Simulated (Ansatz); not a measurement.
**InP: response to strain**

InP is deformed so: z strained by +3 % at fixed volume. What stress and forces result, by LAPW, PAW and all-electron datasets made for the crystal?

The COD entry's cell or inner coordinates are ideal or old and differ from later refinements, so a difference from it is no clean test against experiment.

Method: DFT PBE, scalar-relativistic, in Ansatz 0.2.0.

## Step 1: The structure to begin with

The structure is cubic, space group F-43m (No. 216). Conventional cell: a = 5.861 Å, b = 5.861 Å, c = 5.861 Å, α = 90.00°, β = 90.00°, γ = 90.00°. In (site symmetry -43m) is surrounded by 4 P at 2.54 Å. Around P (site symmetry -43m) lie 4 In at 2.54 Å.

Coordinates:

```cif
data_structure
_symmetry_space_group_name_H-M 'F-43m'
_symmetry_Int_Tables_number 216
_cell_length_a 5.8610
_cell_length_b 5.8610
_cell_length_c 5.8610
_cell_angle_alpha 90.000
_cell_angle_beta 90.000
_cell_angle_gamma 90.000
_cell_volume 201.33
loop_
_atom_site_label
_atom_site_type_symbol
_atom_site_symmetry_multiplicity
_atom_site_Wyckoff_symbol
_atom_site_fract_x
_atom_site_fract_y
_atom_site_fract_z
_atom_site_occupancy
In1 In 4 a 0.00000 0.00000 0.00000 1
P1 P 4 c 0.25000 0.25000 0.25000 1
```

The file gives the conventional cell by its symmetry; the runs use the cell typed in the input.

Atoms are numbered in the order of the input: In1, P2.

## Step 2: After the deformation

Space group F-43m before, I-4m2 after.

## Step 3: LAPW, all electrons

The input, input.yaml:

```yaml
crystal:
  lattice:
    - [0.0, 2.8875074498, 3.018415]
    - [2.8875074498, 0.0, 3.018415]
    - [2.8875074498, 2.8875074498, 0.0]
  atoms:
    - { symbol: In, position: [0.0, 0.0, 0.0] }
    - { symbol: P, position: [0.75, 0.75, 0.75] }
kpoints:
  mp_grid: { grid: [12, 12, 12] }
scf:
  occupations: { method: fermi_dirac, width: 0.05 }
hamiltonian:
  xc: pbe
  pseudopotentials: { kind: all_electron, lapw: { basis_error: 0.001 } }
output:
  forces: true
  stress: true
  eigenvalues: true
```

## Step 4: Frozen-core PAW

Edit input.yaml of step 3 so:

```diff
@@ -14,3 +14,3 @@
   xc: pbe
-  pseudopotentials: { kind: all_electron, lapw: { basis_error: 0.001 } }
+  pseudopotentials: { kind: paw }
 output:
@@ -19 +19,2 @@
   eigenvalues: true
+  efg: { contact_densities: true }
```

## Step 5: All-electron PAW on datasets made for the crystal

Edit input.yaml of step 4 so:

```diff
@@ -14,3 +14,3 @@
   xc: pbe
-  pseudopotentials: { kind: paw }
+  pseudopotentials: { kind: all_electron, datasets: crystal }
 output:
```

(Steps that only read results are left out.)

What does the calculation give? Wanted: pressure; largest shear or deviatoric stress.

The runs gave:

| quantity | value |
| --- | --- |
| pressure | LAPW 3.30, PAW 3.30, crystal datasets 3.29 GPa |
| largest shear or deviatoric stress (LAPW) | 1.29 GPa |

**Reading.** The largest part of the stress beyond the pressure is 1.29 GPa in size, in the zz component; the atoms are carried along and not relaxed. No run of the undeformed cell stands beside it, so the pressure holds what the given cell had before the change. PAW: stress within 0.01 GPa of LAPW. Crystal datasets: stress within 0.01 GPa of LAPW.
